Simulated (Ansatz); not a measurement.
**Ti (Fm-3m), two-dimensional strain map**

Level of theory: DFT PBE, scalar-relativistic, plane waves, PAW (Ansatz 0.2.0). Settings: plane waves to 420 eV, k-mesh 20×20×20 (Γ-centred), Gaussian smearing 0.15 eV. No spin polarisation. Energies are free energies at this smearing, counted from the undisturbed cell; pressure is positive in compression.

Reference structure (as given, not relaxed at this level; it stands at 4.4 GPa; this fcc form isn't the usual structure):

```
Ti
1.0
     0.00000    2.03000    2.03000
     2.03000    0.00000    2.03000
     2.03000    2.03000    0.00000
Ti
1
Direct
  0.00000 0.00000 0.00000
```

The cell is strained by p along both x and y and by q along z, fractional coordinates fixed. Points are written (p, q).

Energy above the undisturbed cell in meV/atom (a dash: not computed):

```csv
p \ q,-0.080,-0.040,0.000,0.040,0.080
-0.080,544.4,387.9,267.2,177.4,115.5
-0.040,258.4,–,82.3,–,–
0.000,90.5,–,0.0,–,6.9
0.080,22.7,–,71.5,–,186.0
```

Pressure in GPa:

```csv
p \ q,-0.080,-0.040,0.000,0.040,0.080
-0.080,49.9,39.7,30.9,23.2,16.4
-0.040,30.7,–,15.8,–,–
0.000,16.0,–,4.4,–,-3.9
0.080,-3.4,–,-10.1,–,-14.6
```